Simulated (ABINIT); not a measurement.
**CuO in ABINIT: convergence with smearing width**

Input of the first run (smearing width 0.272 eV); the others differ in this setting and in those tied to it:

run.abi

```
# Pseudopotentials
pp_dirpath "./"
pseudos "Cu.GGA_PBE-JTH.xml, O.GGA_PBE-JTH.xml"

# Structure
acell 3.28802443 3.2880244235 5.38502486 Angstrom
rprim
     1.0000000000     0.0000000000     0.0000000000
    -0.4999999995     0.8660254041     0.0000000000
     0.0000000000     0.0000000000     1.0000000000
ntypat 2
znucl 29 8
natom 4
typat 1 1 2 2
xred
     0.6793560000     0.3419800000     0.0002900000
     0.3208880000     0.6606060000     0.4945060000
     0.6583240000     0.3454520000     0.6295720000
     0.3480200000     0.6737310000     0.1319860000
chkprim 0
chksymtnons 0
tolsym 1.0e-6

# Plane-wave basis
ecut 26.0
pawecutdg 48.0
pawxcdev 0

# k points
kptopt 1
ngkpt 6 6 4
nshiftk 1
shiftk 0.0 0.0 0.0

# Exchange and correlation
ixc -116133

# Bands and occupations
nband 30
occopt 6
tsmear 0.272 eV

# SCF cycle
nstep 100
tolvrs 1.0e-9

# Output
iomode 3
prtwf 0
prtden 0
prteig 0
prtebands 0
enunit 2
```

Potentials or basis: JTH PAW PBE v2.0.

Launch:

```console
$ mpirun --bind-to none -np 4 abinit run.abi > log 2>&1
```

The cell isn't the ideal one: atoms moved at random, drawn with an rms of 0.05 Å.

The cell comes from a database or a generator and needn't be the stable form of this composition.

Hardware: 4 MPI ranks on Arm Neoverse V1 (shared host).

```tsv
smearing width	energy less the tightest run (meV/atom)	pressure (GPa)	largest force (eV/Å)	SCF cycles	CPU time (s)
0.272 eV	0.43	-15.20	0.189	21	320
0.2 eV	0.79	-15.22	0.176	24	350
0.136 eV	0.55	-15.23	0.184	24	350
0.1 eV	0.19	-15.23	0.190	24	350
0.05 eV	-0.01	-15.25	0.202	24	360
0.025 eV	0.00	-15.26	0.207	21	320
0.01 eV	0.00	-15.27	0.202	24	360
```

Against the tightest run, the energy stays within 1 meV/atom from 0.272 eV on; the pressure stays within 0.1 GPa from 0.272 eV on. Not settled before the last step: the largest force (to 0.005 eV/Å). Narrower smearing needs a denser k mesh, so at a fixed mesh the narrowest width isn't the most accurate. The tightest run that finished is the yardstick and may itself not be fully converged.

Caveat, for the tightest run too: the k mesh is coarse (spacing up to 0.37 Å⁻¹), so the values aren't converged; the PAW data sets were made with another functional, which shifts forces and pressure a little; the run has no spin polarisation, though such a crystal can be magnetic.
